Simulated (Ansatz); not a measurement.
# Fe (omega (AlB2-type)): energy against volume

All numbers below come from DFT, revPBE, plane waves (420 eV) with PAW, scalar-relativistic (Ansatz). The PAW files were generated under PBE, with cores re-solved for the functional.

The cell is scaled uniformly from the relaxed one, with fractional coordinates and shape fixed. Energies are extrapolated to zero smearing, pressures are those at the given smearing. Magnetic state: ferromagnetic.

A Birch-Murnaghan fit gives V₀ = 12.38 Å³/atom, B₀ = 132 GPa, B₀′ = 4.3.

(1) What are the energy above the minimum and the pressure at 10.913 Å³/atom?

(2) What are the energy above the minimum and the pressure at 11.906 Å³/atom?

(3) What are the energy above the minimum and the pressure at 12.898 Å³/atom?

Answers

(1) 89.7 meV/atom and 22.13 GPa as computed.

(2) 8.1 meV/atom and 5.40 GPa as computed.

(3) 8.2 meV/atom and -4.72 GPa as computed.
